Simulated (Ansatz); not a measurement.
## What a trial cell of W relaxes into

Theory: Ansatz, DFT PBE, scalar-relativistic, plane waves, PAW. Cutoff 420 eV, Γ-centred k mesh, Gaussian smearing, no spin polarisation in the final step.

W was placed on the alpha-boron structure type (R-3m, No. 166), at a guessed volume.

```
W
1.0
     3.25367    1.87851    5.54881
    -3.25367    1.87851    5.54881
     0.00000   -3.75701    5.54881
W
12
Direct
  0.01019 0.65361 0.01019
  0.01019 0.01019 0.65361
  0.65361 0.01019 0.01019
  0.98981 0.34639 0.98981
  0.34639 0.98981 0.98981
  0.98981 0.98981 0.34639
  0.22118 0.63060 0.22118
  0.22118 0.22118 0.63060
  0.63060 0.22118 0.22118
  0.77882 0.36940 0.77882
  0.36940 0.77882 0.77882
  0.77882 0.77882 0.36940
```

Cell and atoms relax at zero pressure; the relaxation can't lower the symmetry of the start. After a coarse first stage the cell is made exact in the group found at 0.06 Å.

Energies count from the standard state of W at the same level.

(1) What does it relax into?

(2) What are its volume, energy, density and gap?

Results:

(1) It keeps R-3m (No. 166), but not the shape of the type it started on. Conventional cell: a = 5.468 Å, c = 27.347 Å. Around W on Wyckoff site h (6 atoms of the primitive cell) lie 7 W at 2.57–2.77 Å; W on Wyckoff site h (6 atoms of the primitive cell) is coordinated by 8 W at 2.69–2.74 Å.

```cif
data_structure
_symmetry_space_group_name_H-M 'R-3m:H'
_symmetry_Int_Tables_number 166
_cell_length_a 5.4684
_cell_length_b 5.4684
_cell_length_c 27.3470
_cell_angle_alpha 90.000
_cell_angle_beta 90.000
_cell_angle_gamma 120.000
_cell_volume 708.22
loop_
_atom_site_label
_atom_site_type_symbol
_atom_site_symmetry_multiplicity
_atom_site_Wyckoff_symbol
_atom_site_fract_x
_atom_site_fract_y
_atom_site_fract_z
_atom_site_occupancy
W1 W 18 h 0.16444 0.83556 0.88029 1
W2 W 18 h 0.50064 0.49936 0.70672 1
```

(2) The volume per atom is 19.67 Å³, the density is 15.52 g/cm³ and the energy over the standard structure is 1.34 eV/atom. The gap on the 9×9×9 mesh is 0 eV (a metal).

The final run used a 9×9×9 mesh on its 12-atom cell and 0.10 eV smearing. For metals, differences of a few meV/atom aren't resolved. Spin–orbit coupling is left out. Symmetry constrained the relaxation, so the result can be a saddle point.